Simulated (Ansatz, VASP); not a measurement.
# ZnSe (Stilleite): VASP beside Ansatz, part 2 of 2

Aim: how closely do two programs agree when they are given the same cell, functional and k mesh? The cell is taken from a series of VASP runs on this material, whose earlier steps may have relaxed, scaled or displaced it; both programs get it as it stands.

VASP 6.6.1 and Ansatz 0.2.0.

So far: Starting point; VASP: band structure, PBE0.

## (3) Ansatz: band structure, PBE0

Level of this step: Ansatz beside VASP: Kohn-Sham DFT, plane waves, PBE0 (Ansatz).

Ansatz runs on its default PAW (the set named soft_2) files.

The same cell, functional, mesh and smearing now go to Ansatz, which takes its cutoff from its data sets.

input.yaml

```yaml
crystal:
  lattice:
    - [0.0, 2.8338, 2.8338]
    - [2.8338, 0.0, 2.8338]
    - [2.8338, 2.8338, 0.0]
  atoms:
    - { symbol: Se, position: [0.75, 0.75, 0.75] }
    - { symbol: Zn, position: [0.0, 0.0, 0.0] }
hamiltonian:
  xc: pbe0
  pseudopotentials: { kind: paw }
kpoints:
  mp_grid: { grid: [5, 5, 5] }
  band_path:
    path:
      - [0.0, 0.0, 0.0]
      - [0.5, 0.0, 0.5]
      - [0.5, 0.22222, 0.72222]
      - [0.40278, 0.34722, 0.75]
      - [0.125, 0.125, 0.25]
      - [0.27778, 0.27778, 0.27778]
      - [0.55556, 0.38889, 0.55556]
      - [0.58333, 0.25, 0.66667]
      - [0.5, 0.30556, 0.69444]
      - [0.48611, 0.48611, 0.52778]
      - [0.625, 0.25, 0.625]
      - [0.5, 0.0, 0.5]
    npoints: 1
scf:
  occupations: { method: gaussian, width: 0.03 }
  n_extra_bands: 7
output:
  forces: true
  stress: true
  eigenvalues: true
```

On the command line:

```bash
$ ansatz run input.yaml --threads 4 --pin off --max-ram 9216MiB --backend cpu --events-out ev --progress --plain --runs-dir out
```

Numbers of over 12 decimals in the logs are rounded to 6 here.

Output:

```text
Warning: output.stress: scf.convergence.dr2_threshold = 1e-7 eV (the SCF's general default) is looser than the 2e-10 eV advised for a printed stress (1e-10 eV for each atom of the cell: 2). What an SCF threshold leaves in a stress goes as its square root, and in the free energy as the threshold itself, and one threshold admits the most on a small cell: [figures from the program's tests cut] Set scf.convergence.dr2_threshold to 2e-10 eV or tighter. The threshold is an SCF's pass mark: one that does not reach it within its budget of iterations ends unconverged, or closes short of it on a stop that the run arms, and scf.convergence.dr2_threshold's page says what that costs each kind of run
Warning: output.stress: scf.exx.energy_threshold = 1e-6 eV is looser than the 2e-8 eV advised for a stress under a hybrid functional (1e-8 eV for each atom of the cell: 2). Every SCF of the exchange loop can meet its threshold on dr2 while the loop round them stops early: no threshold on dr2 bounds what that leaves in the stress. Set scf.exx.energy_threshold to 2e-8 eV or tighter. The threshold is the loop's pass mark: a loop that does not reach it within its budget of cycles ends unconverged, and scf.exx.energy_threshold's page has the law
scf.n_extra_bands = 7 over 14 filled bands (N_el = 28.0): the run solves 21 bands
Engine: ansatz 0.2.0, aarch64-unknown-linux-gnu
Pseudopotentials: kind: paw
Pseudopotential: Se, paw, valence charge 16, recommended cutoff 420 eV (normal), Se.paw.azcp
Pseudopotential: Zn, paw, valence charge 12, recommended cutoff 420 eV (normal), Zn.paw.azcp
Functional definition: PBE0
  parameter a = 0.25
  parameter kappa = 0.804
  parameter beta = 0.066725
  exchange = (1 - a)*pbe_x(kappa = kappa, mu = beta*pi^2/3) + a*exact_x
  correlation = pbe_c(beta = beta)
Crystal: 2 atoms, lattice volume = 45.513 Å³
Basis set: ecut = 420 eV, 893 PW (Γ), exchange–correlation on 54×54×54 points (8 copies of the dense FFT grid, shifted against one another)
Bands: 21, of which v1, the nominal top of the filled ones, is band 14 counted from 1 (13 counted from 0)
Symmetry: 24 space group operations
Space group: F-43m (ITA 216), of the structure as read, at distance tolerance 3.6e-5 Å
k-points: 10 of 125 (time reversal used)
Non-local potential: Se, projectors of the file, l = 0: 2, l = 1: 2, l = 2: 3, l = 3: 1
Non-local potential: Zn, projectors of the file, l = 0: 2, l = 1: 2, l = 2: 3, l = 3: 1
PAW form: soft (Blöchl's): semilocal exchange-correlation on the pseudo side does not see the compensation charge
PAW frozen core: Se, regenerated for the run's functional, and the local potential with it (the file was generated under x = pbe(κ = 0.804, μ = 0.219515), c = pbe(β = 0.066725))
PAW frozen core: Zn, regenerated for the run's functional, and the local potential with it (the file was generated under x = pbe(κ = 0.804, μ = 0.219515), c = pbe(β = 0.066725))
PAW one-centre angular grid: Se, 590 points (default); XC on 64 Gauss nodes
PAW one-centre angular grid: Zn, 590 points (default); XC on 64 Gauss nodes
Initial density: superposition of atomic densities (neutral atoms: chi_scale 0, normalization atom), corrected by the library's trained network
Initial wavefunctions: pseudopotential atomic-orbital guess
Functional: x = pbe(κ = 0.804, μ = 0.219515), c = pbe(β = 0.066725), warm-up for x = 0.75 pbe(κ = 0.804, μ = 0.219515) + 0.25 exact, c = pbe(β = 0.066725)
SCF iter   1: F=—  HF=-8789.509970 eV  |F-HF|=—  |Δ(HF+E_count)|=         —  Δρ=1.48e-3  dr2=8.05e-4  ethr=1.77e-3  ⟨swp⟩=11.8  Hψ=1055  notcnv=0
preconditioner: auto → none  [insulator: Δε(μ)=1.286 eV  Ē_g=14.442 eV  σ=0.030 eV  W_gap=1.00  n_scr=14 (ndim 8)  ℏωp=23.4 eV  f_vac=0.121  D(μ)=0.00/eV (n_scr^D=0)]
SCF iter   2: F=—  HF=-8789.509743 eV  |F-HF|=—  |Δ(HF+E_count)|=   2.27e-4  Δρ=1.15e-3  dr2=4.29e-4  ethr=2.87e-6  ⟨swp⟩=4.2  Hψ=678  notcnv=0  defer=1
iter 3 solved again at ethr=6.87e-9 eV; its pass at ethr=1.53e-6 eV (dr2=1.92e-6 eV) is discarded
SCF iter   3: F=-8789.509571 eV  HF=-8789.509558 eV  |F-HF|=1.32e-5  |Δ(HF+E_count)|=   1.85e-4  Δρ=1.32e-4  dr2=1.97e-6  ethr=6.87e-9  ⟨swp⟩=4.1  Hψ=898  notcnv=0  defer=1
SCF 1 stopped early in 3 iterations: F = -8789.509571 eV  dr2 = 1.97e-6
  greatest PAW one-centre occupation: 1.000 electrons in one spin orbital (limit 2), on the Se atom at site 0 (counted from 0), in its partial waves of l = 2
Initial density: handed on by an earlier stage of this run
Initial wavefunctions: those handed on with the density
Functional: x = 0.75 pbe(κ = 0.804, μ = 0.219515) + 0.25 exact, c = pbe(β = 0.066725)
Frozen-core exchange: fock
SCF iter   1: F=—  HF=-8791.188857 eV  |F-HF|=—  |Δ(HF+E_count)|=         —  Δρ=1.89e-2  dr2=8.27e-2  ethr=7.03e-8  ⟨swp⟩=9.4  Hψ=1153  notcnv=0
preconditioner: auto → none  [insulator: Δε(μ)=2.979 eV  Ē_g=17.808 eV  σ=0.030 eV  W_gap=1.00  n_scr=14 (ndim 8)  ℏωp=23.4 eV  f_vac=0.121  D(μ)=0.00/eV (n_scr^D=0)]
SCF iter   2: F=—  HF=-8791.162397 eV  |F-HF|=—  |Δ(HF+E_count)|=   2.65e-2  Δρ=2.44e-3  dr2=5.10e-3  ethr=7.03e-8  ⟨swp⟩=5.0  Hψ=849  notcnv=0
SCF iter   3: F=—  HF=-8791.171240 eV  |F-HF|=—  |Δ(HF+E_count)|=   8.84e-3  Δρ=4.41e-3  dr2=4.30e-3  ethr=7.03e-8  ⟨swp⟩=5.0  Hψ=804  notcnv=0
SCF iter   4: F=—  HF=-8791.170828 eV  |F-HF|=—  |Δ(HF+E_count)|=   4.12e-4  Δρ=1.77e-3  dr2=6.87e-4  ethr=7.03e-8  ⟨swp⟩=4.0  Hψ=594  notcnv=0
SCF iter   5: F=—  HF=-8791.171880 eV  |F-HF|=—  |Δ(HF+E_count)|=   1.05e-3  Δρ=8.62e-4  dr2=1.80e-4  ethr=7.03e-8  ⟨swp⟩=4.1  Hψ=578  notcnv=0
SCF iter   6: F=-8791.171793 eV  HF=-8791.171794 eV  |F-HF|=3.64e-8  |Δ(HF+E_count)|=   8.62e-5  Δρ=1.93e-5  dr2=2.12e-6  ethr=7.03e-8  ⟨swp⟩=4.0  Hψ=545  notcnv=0
SCF 2 stopped early in 6 iterations: F = -8791.171793 eV  dr2 = 2.12e-6
hybrid outer 1: dexx = +1.554e-2 eV, tail = 8.17e-5 eV
Frozen-core exchange: fock
SCF iter   1: F=—  HF=-8791.171503 eV  |F-HF|=—  |Δ(HF+E_count)|=         —  Δρ=8.30e-5  dr2=1.84e-6  ethr=1.46e-6  ⟨swp⟩=4.4  Hψ=483  notcnv=0
preconditioner: auto → none  [insulator: Δε(μ)=3.059 eV  Ē_g=17.545 eV  σ=0.030 eV  W_gap=1.00  n_scr=14 (ndim 8)  ℏωp=23.4 eV  f_vac=0.121  D(μ)=0.00/eV (n_scr^D=0)]
SCF iter   2: F=—  HF=-8791.171504 eV  |F-HF|=—  |Δ(HF+E_count)|=   5.64e-7  Δρ=2.76e-5  dr2=3.15e-7  ethr=5.68e-9  ⟨swp⟩=4.0  Hψ=619  notcnv=0
SCF iter   3: F=—  HF=-8791.171505 eV  |F-HF|=—  |Δ(HF+E_count)|=   8.04e-7  Δρ=2.05e-5  dr2=1.17e-7  ethr=4.63e-10  ⟨swp⟩=4.2  Hψ=563  notcnv=0  defer=1
SCF iter   4: F=—  HF=-8791.171505 eV  |F-HF|=—  |Δ(HF+E_count)|=   2.03e-8  Δρ=6.88e-6  dr2=1.27e-8  ethr=3.21e-10  ⟨swp⟩=2.1  Hψ=353  notcnv=0  defer=1
SCF iter   5: F=-8791.171505 eV  HF=-8791.171505 eV  |F-HF|=4.86e-10  |Δ(HF+E_count)|=  8.55e-10  Δρ=1.89e-6  dr2=3.43e-9  ethr=3.53e-11  ⟨swp⟩=3.1  Hψ=472  notcnv=0  defer=1
SCF 3 converged in 5 iterations: F = -8791.171505 eV  dr2 = 3.43e-9
  Residual-converged pass: ⟨swp⟩=3.0  Hψ=401  notcnv=0  max |occ|·‖R‖ = 2.2e-6 eV (tolerance 2.4e-6 eV)  dr2=3.43e-9  dr2_onsite=3.66e-10  max |Δocc| = 0.0e0
hybrid outer 2: dexx = +9.583e-7 eV, tail = 4.36e-8 eV, Δε = 3.38e-3 eV (about 1.32e-4 eV left of the loop's levels)
NSCF: frozen V_eff on 12 k-points
hybrid SCF converged: 2 outer / 11 inner (+3 warm-up), last move |dexx| = 9.58e-7 eV, tail = 4.36e-8 eV
Stability not checked: this state was not tested for a lower state beside it, because the functional holds exact exchange (a hybrid, or Hartree-Fock), whose exchange loop this test does not read (fock_operator; see scf.lower_state_search)
Free energy (F): -8791.171505 eV
Frozen-core exchange: fock
Harris-Foulkes:  -8791.171505 eV  (|F-HF|=4.86e-10)
Internal energy: -8791.171505 eV  (E = F + TS)
E sigma→0 (E₀):  -8791.171505 eV
Fermi energy:    7.314584 eV
--- Per-component energies (eV) ---
  E_band       = -466.288776
  E_kinetic    = 249.135453
  E_local      = -4401.271808  (includes V_loc(G=0)·N_el)
  E_nonlocal   = 22.659723
  E_hartree    = 2044.196404
  E_xc         = -185.126123
  E_vxc        = -115.601693  (∫ρ·V_xc dr)
  E_exx        = -121.797330  (= α·E_x^exact, valence–valence)
  E_paw        = -3677.508835  (= ΣΔE_a)
  E_vpaw       = -66.006281  (= ΣTr[D̂ρ^β])
  E_aug_tail   = -0.000894  (compensation charges beyond the density's cutoff)
  E_ewald      = -2720.942845
  E_core_change = -0.515251  (= ΣΔE_core)
  E_smearing   = -0.000000  (= −TS)
  E_closure    = 0.000002  (closes the sum)
  Σ components = -8791.171505   (vs F -8791.171505, Δ=-1.82e-12)
--- Forces (eV/Å), atoms counted from 1 ---
  atom   1  Se     0.00000000    -0.00000000    -0.00000000
  atom   2  Zn    -0.00000000     0.00000000    -0.00000000
  max |Σ_I F_I| component: 1.30e-16 eV/Å
--- Stress (GPa, compression-positive) ---
        1.023846      -0.000000      -0.000000
        0.000000       1.023846       0.000000
       -0.000000       0.000000       1.023846
  P = ⅓ Tr σ = 1.0238 GPa (10.238 kbar)
--- Band table (eV; the first three rows and the last of 10) ---
  k-point 0: bands = [... 10 lower, -2.2076, 5.7845, 5.7845, 5.7845, 8.8444, 13.4422, 13.4422, 13.4422, ... 3 higher]
  k-point 1: bands = [... 10 lower, -2.2094, 3.2718, 5.4221, 5.4221, 10.2613, 13.7173, 13.9904, 13.9904, ... 3 higher]
  k-point 2: bands = [... 10 lower, -2.1562, 0.6369, 4.9303, 4.9303, 10.1729, 14.0556, 14.0556, 15.9306, ... 3 higher]
  k-point 9: bands = [... 10 lower, -1.9513, 0.8754, 2.7311, 3.5982, 12.5911, 12.9225, 14.1839, 17.1829, ... 3 higher]
```

It took 41 s on 4 threads of Arm Neoverse V1, shared host; peak memory 1 GiB; 2.4 min of CPU time.

The column dr2 measures how far the density is from self-consistency, as an energy; F and HF (Harris–Foulkes) agree once it is small.

## (4) Differences

Known differences besides the potentials themselves: exact exchange at q = 0 is treated differently, which shows on coarse meshes; VASP keeps PBE cores, Ansatz makes them for the functional; the data sets hold 28 valence electrons in Ansatz (default PAW (the set named soft_2) files) and 18 in VASP; the cutoff is 420 eV in Ansatz and 350 eV in VASP; VASP takes a coarser grid for exact exchange (PRECFOCK = Fast). Total energies have different zeros and are not compared.

Both answers:

```
                     quantity  Ansatz   VASP  difference
gap over the path points (eV)   3.060  3.058      +0.002
```

Levels at points of the path, from each program's valence-band top (eV; 4 filled, then empty):

```
k (reciprocal lattice)                                   Ansatz                                     VASP
     0.000 0.000 0.000      -7.99 0.00 0.00 0.00 3.06 7.66 7.66      -7.89 0.00 0.00 0.00 3.06 7.66 7.66
     0.500 0.000 0.500  -7.76 -5.22 -2.34 -2.34 4.52 5.19 12.89  -7.67 -5.20 -2.34 -2.34 4.54 5.20 12.90
     0.500 0.222 0.722   -7.65 -5.00 -3.03 -2.82 6.94 7.46 9.15   -7.56 -4.99 -3.02 -2.81 6.96 7.46 9.15
     0.403 0.347 0.750  -7.68 -5.05 -3.34 -2.02 5.41 7.49 10.66  -7.58 -5.05 -3.33 -2.02 5.42 7.49 10.67
     0.125 0.125 0.250   -7.99 -2.36 -0.93 -0.21 4.89 7.36 8.11   -7.89 -2.35 -0.92 -0.20 4.89 7.36 8.11
     0.278 0.278 0.278   -7.99 -3.69 -0.59 -0.59 4.55 8.35 8.35   -7.89 -3.68 -0.59 -0.59 4.55 8.35 8.35
     0.556 0.389 0.556   -7.77 -5.39 -2.15 -1.26 5.47 7.58 9.09   -7.67 -5.38 -2.14 -1.25 5.48 7.59 9.09
     0.583 0.250 0.667  -7.68 -5.04 -3.32 -2.13 5.62 7.50 10.33  -7.58 -5.04 -3.31 -2.12 5.62 7.50 10.34
     0.500 0.306 0.694   -7.68 -5.01 -3.21 -2.33 6.89 7.49 8.85   -7.58 -5.00 -3.20 -2.33 6.89 7.49 8.86
     0.486 0.486 0.528   -7.80 -5.61 -1.03 -0.95 4.44 8.11 8.27   -7.71 -5.60 -1.03 -0.95 4.45 8.12 8.27
```

Among the levels compared at these points, filled levels agree within 98 meV and empty ones within 14 meV.

## (5) What came out

| Quantity | Value |
| --- | --- |
| difference in gap over the path points (band structure, PBE0) | 0.0022 eV |

What this shows: The difference in gap over the path points is 0.0022 eV (band structure, PBE0), within the 0.08 eV picked in this series as the mark of a large difference. How closely two codes agree says nothing of how well the functional describes the real material.

[Lines on the potential files, build, host, timing and source positions are cut from VASP's logs without a mark.]

[Logs are printed without paths, hosts, clocks, repeated set-up lines and the standing remarks that a program may print on its own settings, such as how far it seeks lower states.]

[Hosts, paths, dates, database ids (printed as entryN), source tags and the programs' standing remarks are cut or masked in the printed files.]
